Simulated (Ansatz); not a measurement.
The cell comes from COD entry 1011373, which wasn't checked; take it as a given geometry.

Li2Se: DFT, LDA, all-electron LAPW, scalar-relativistic (Ansatz 0.2.0).

Command: `ansatz run input.yaml --threads 1 --pin off --max-ram 4096MiB --backend cpu --events-out ev --progress --plain --runs-dir out` The run took 12 s on 1 thread of Arm Neoverse V2, on a shared host, peak memory 0.26 GiB.

```yaml
crystal:
  lattice:
    - [0.0, 3.0025, 3.0025]
    - [3.0025, 0.0, 3.0025]
    - [3.0025, 3.0025, 0.0]
  atoms:
    - { symbol: Li, position: [0.25, 0.25, 0.25] }
    - { symbol: Li, position: [0.75, 0.75, 0.75] }
    - { symbol: Se, position: [0.0, 0.0, 0.0] }
kpoints:
  mp_grid: { grid: [9, 9, 9] }
  band_path:
    path:
      - [0.0, 0.0, 0.0]
      - [0.5, 0.0, 0.5]
      - [0.625, 0.25, 0.625]
      - [0.375, 0.375, 0.75]
      - [0.0, 0.0, 0.0]
      - [0.5, 0.5, 0.5]
      - [0.5, 0.25, 0.75]
      - [0.5, 0.0, 0.5]
    npoints: 14
scf:
  occupations: { method: fermi_dirac, width: 0.03 }
hamiltonian:
  xc: lda
  pseudopotentials: { kind: all_electron, lapw: { basis_error: 0.001 } }
output:
  forces: true
  stress: true
  eigenvalues: true
  fatbands: true
  populations: true
  dos: { projected: true, de: 0.2, e_range: [-14, 8] }
```

Output:

```
Li: projections on atomic orbitals take those of the free atom 1s2 2s1, of charge +0.00 (hamiltonian.pseudopotentials.projection_atoms)
Se: projections on atomic orbitals take those of the free atom 1s2 2s2 2p6 3s2 3p6 3d10 4s2 4p4, of charge +0.00 (hamiltonian.pseudopotentials.projection_atoms)
LAPW: plane waves up to 6.637 Å⁻¹, error target 1.0e-3 eV per atom; small_component_spin mean_spin; Li in spheres of 1.105 Å, 3 of its electrons in bands, Dirac shells []; Se in spheres of 1.495 Å, 24 of its electrons in bands, Dirac shells []
Engine: ansatz 0.2.0
Pseudopotentials: kind: all_electron
Pseudopotential: Li, LAPW, valence charge 3, Koelling and Harmon's equation, gaussian nucleus
Pseudopotential: Se, LAPW, valence charge 24, Koelling and Harmon's equation, gaussian nucleus
Functional definition: SPW92
  exchange = slater_x
  correlation = pw_c
Crystal: 3 atoms, lattice volume = 54.135 Å³
Basis set: ecut = 167.83216166979872 eV, 283 PW (Γ), exchange–correlation at level 2
Bands: 19, of which v1, the nominal top of the filled ones, is band 15 counted from 1 (14 counted from 0)
Symmetry: 48 space group operations
Space group: Fm-3m (ITA 225), of the structure as read, at distance tolerance 3.8e-5 Å
k-points: 35 of 729
Non-local potential: Li, projectors of the file, none
Non-local potential: Se, projectors of the file, none
Initial density: superposition of atomic densities (chi_scale 0.1, normalization cell, long waves kept (reshape's long-wave potential 0.00 eV rms))
Initial wavefunctions: plane waves of lowest kinetic energy (no species holds an atomic orbital)
Functional: x = slater, c = lda
iter 1 solved again at ethr=2.00e-3 eV; its pass at ethr=1.00e-1 eV (dr2=6.01e-1 eV) is discarded
SCF iter   1: F=—  HF=-66447.356115 eV  |F-HF|=—  |Δ(HF+E_count)|=         —  Δρ=2.19e-2  dr2=6.02e-1  ethr=2.00e-3  ⟨swp⟩=2.0  Hψ=4355  notcnv=0
preconditioner: auto → none  [insulator: Δε(μ)=3.505 eV  Ē_g=10.693 eV  σ=0.030 eV  W_gap=1.00  n_scr=14 (ndim 8)  ℏωp=14.3 eV  f_vac=0.000  D(μ)=0.00/eV (n_scr^D=0)  ε∞_Penn≈2.8]
iter 2 solved again at ethr=9.57e-5 eV; its pass at ethr=2.00e-3 eV (dr2=2.87e-2 eV) is discarded
SCF iter   2: F=—  HF=-66447.152786 eV  |F-HF|=—  |Δ(HF+E_count)|=   2.03e-1  Δρ=5.17e-3  dr2=2.87e-2  ethr=9.57e-5  ⟨swp⟩=2.0  Hψ=3417  notcnv=0
SCF iter   3: F=—  HF=-66447.144642 eV  |F-HF|=—  |Δ(HF+E_count)|=   8.14e-3  Δρ=2.69e-3  dr2=8.82e-3  ethr=9.56e-5  ⟨swp⟩=2.0  Hψ=1987  notcnv=0
SCF iter   4: F=—  HF=-66447.143665 eV  |F-HF|=—  |Δ(HF+E_count)|=   9.78e-4  Δρ=3.89e-4  dr2=1.40e-4  ethr=2.94e-5  ⟨swp⟩=2.0  Hψ=1855  notcnv=0
SCF iter   5: F=—  HF=-66447.143602 eV  |F-HF|=—  |Δ(HF+E_count)|=   6.29e-5  Δρ=5.10e-5  dr2=1.44e-6  ethr=4.66e-7  ⟨swp⟩=2.0  Hψ=1855  notcnv=0
SCF iter   6: F=-66447.143602 eV  HF=-66447.143602 eV  |F-HF|=4.64e-8  |Δ(HF+E_count)|=   4.88e-7  Δρ=6.36e-6  dr2=3.48e-8  ethr=4.80e-9  ⟨swp⟩=3.0  Hψ=1938  notcnv=0
SCF 1 converged in 6 iterations: F = -66447.143602 eV  dr2 = 3.48e-8
NSCF: frozen V_eff on 99 k-points
SCF converged after 6 iterations
Free energy (F): -66447.143602 eV
Harris-Foulkes:  -66447.143602 eV  (|F-HF|=4.64e-8)
Internal energy: -66447.143602 eV  (E = F + TS)
E sigma→0 (E₀):  -66447.143602 eV
Fermi energy:    4.802975 eV
--- Per-component energies (eV) ---
  E_band       = -1842.213475
  E_kinetic    = 67979.800002
  E_xc         = -2405.478093
  E_electrostatic = -132021.465511  (all electrons and nuclei)
  E_smearing   = -0.000000  (= −TS)
  E_closure    = 0.000000  (closes the sum)
  E_atoms      = -66435.014424  (free atoms, spherical and without spin; not in F)
  Σ components = -66447.143602   (vs F -66447.143602, Δ=0.00e0)
  Basis errors (estimates in eV, not in F): energy 4.0e-4 per atom: plane waves 3.7e-4 (2.1e-4 summed), levels above the bands 5.6e-90, relativity 9.5e-10, radial functions 2.6e-5, core shells 1.1e-14; eigenvalues (radial functions only) 3.7e-6; not estimated: angular momenta, meshes, grids; target (lapw.basis_error) 1.0e-3; muffin-tin radii Li 1.105 Å, Se 1.495 Å
--- Forces (eV/Å), atoms counted from 1 ---
  atom   1  Li     0.00000000     0.00000000     0.00000000
  atom   2  Li    -0.00000000     0.00000000    -0.00000000
  atom   3  Se    -0.00000000     0.00000000     0.00000000
  max |Σ_I F_I| component: 2.31e-18 eV/Å
--- Stress (GPa, compression-positive) ---
       -2.578321      -0.000000       0.000000
       -0.000000      -2.578321       0.000000
        0.000000       0.000000      -2.578321
  P = ⅓ Tr σ = -2.5783 GPa (-25.783 kbar)
--- Band table (eV; the first three rows and the last of 35) ---
  k-point 0: bands = ["-201.5954", "-141.6319", "-141.6319", "-141.6319", "-42.3945", "-42.3945", "-42.3945", "-42.3900", "-42.3900", "-40.3678", "-40.3408", "-8.0942", "3.3587", "3.3587", "3.3587", "6.5472", "8.8432", "8.8432", "8.8432"]
  k-point 1: bands = ["-201.5954", "-141.6319", "-141.6319", "-141.6319", "-42.3945", "-42.3945", "-42.3945", "-42.3900", "-42.3900", "-40.3669", "-40.3415", "-8.0567", "2.8083", "3.2828", "3.2828", "6.9646", "9.0298", "9.0298", "9.1380"]
  k-point 2: bands = ["-201.5954", "-141.6319", "-141.6319", "-141.6319", "-42.3946", "-42.3944", "-42.3944", "-42.3900", "-42.3900", "-40.3644", "-40.3436", "-7.9578", "1.8129", "3.1093", "3.1093", "7.5801", "9.3503", "9.3503", "9.8965"]
  k-point 34: bands = ["-201.5954", "-141.6319", "-141.6319", "-141.6319", "-42.3948", "-42.3946", "-42.3943", "-42.3900", "-42.3900", "-40.3544", "-40.3522", "-7.6372", "1.2158", "1.5435", "1.7975", "8.2661", "9.6047", "10.9333", "11.9461"]
--- Löwdin populations: 3 sites ---
  site symbol       q [e]
     0     Li      2.3693
     1     Li      2.3693
     2     Se     35.1128
  spilling = 0.003713 (of n_electrons = 40.000000)
```

populations.tsv:

```
# site	symbol	l	j	q
# orbitals = lowdin
# n_electrons = 40.000000
# spilling = 0.003713
# projection_atom_Li: 1s2 2s1
# projection_atom_Se: 1s2 2s2 2p6 3s2 3p6 3d10 4s2 4p4
0	Li	0_1S	-	1.987609
0	Li	0_2S	-	0.381722
1	Li	0_1S	-	1.987609
1	Li	0_2S	-	0.381722
2	Se	0_1S	-	1.999992
2	Se	0_2S	-	1.999678
2	Se	0_3S	-	1.993790
2	Se	0_4S	-	1.781046
2	Se	1_2P	-	5.999992
2	Se	1_3P	-	5.999153
2	Se	1_4P	-	5.339506
2	Se	2_3D	-	9.999657
```
